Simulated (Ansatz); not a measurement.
**Pressure series of Li₂Se (Fm-3m)**

```
CELL_PARAMETERS angstrom
2.99341 2.99341 0.00000
-2.99341 2.99341 0.00000
0.00000 2.99341 2.99341
ATOMIC_POSITIONS crystal
Li 0.25000 0.75000 0.50000
Li 0.75000 0.25000 0.50000
Se 0.00000 0.00000 0.00000
```

This is the zero-pressure cell under r²SCAN. Cell and atoms are relaxed by PAW (default files of Ansatz 0.2.0, cutoff 500 eV, stress met within about 0.05 GPa) at each pressure, in this structure whether or not another phase would take over; P is the pressure reached, less that of this cell. Levels come from r²SCAN, PAW on Ansatz 0.2.0's default frozen-core files (fitted under PBE), scalar-relativistic; k mesh 8×8×8, fixed occupations, cutoff 500 eV. Conduction levels are in eV over the valence top (at Γ), at fixed fractional wave vectors. Zone-centre phonons come from finite displacements by PAW, without the LO-TO term.

```
P (GPa)    V/V₀      X      Γ  T1u TO (cm⁻¹)  T2g (cm⁻¹)
  -1.94  1.0642  3.517  3.820          250.5       323.0
   0.00  1.0000  3.478  4.097          282.1       349.7
   2.05  0.9487  3.435  4.346          309.7       373.6
   4.03  0.9092  3.394  4.556          332.5       393.8
   7.06       ?      ?      ?              ?           ?
   9.99  0.8233  3.272  5.081          388.3       444.7
  15.03  0.7723  3.174  5.446          426.2       480.2
```

Question: Fit the third-order Birch-Murnaghan equation to the rows shown.

Answer: With f = [(V₀/V)^(2/3) − 1]/2, the normalised pressure F = P/[3f(1 + 2f)^(5/2)] is 35.3 GPa at f = -0.0203, 35.1 GPa at f = 0.0179, 35.0 GPa at f = 0.0328, 34.8 GPa at f = 0.0692, 34.6 GPa at f = 0.0940. The line F = B₀[1 + (3/2)(B′ − 4)f] gives B₀ = 35.2 GPa and B′ = 3.9.

Question: What are the volume deformation potentials and pressure coefficients of these levels at zero pressure?

Answer: 

```csv
level,dE/dlnV (eV),dE/dP = −(dE/dlnV)/B₀ (meV/GPa),mean slope up to 2.1 GPa (meV/GPa)
X,0.73,-20.6,-20.9
Γ,-4.60,130.7,121.1
```

dE/dlnV is the slope of a cubic fit in ln V at V₀. The last column is read from two rows and shows how the slope bends with pressure. A level that another band crosses inside the range is left out of the tables.

Question: What mode Grüneisen parameters follow?

Answer: γ = −d ln ω/d ln V at V₀ from a quadratic fit in ln V: T1u 1.83, T2g 1.26.

Question: What belongs in the row at 7.06 GPa?

Answer: The fits give V/V₀ = 0.8607 and X = 3.331 eV. Computed: V/V₀ = 0.8608, X = 3.331, Γ = 4.840, T1u TO (cm⁻¹) = 362.9, T2g (cm⁻¹) = 421.2.

Caveats: no other phase was computed; many crystals of this kind change structure within this range, and rows or crossings beyond such a change describe a metastable lattice; frozen-core PAW files fitted under PBE, their cores solved anew for the functional of the run; no spin-orbit coupling on heavy atoms; semilocal gaps are low, and the spacing of valleys can be off by tenths of an eV; levels are read at fixed fractional k, so an edge that moves off these points is missed.
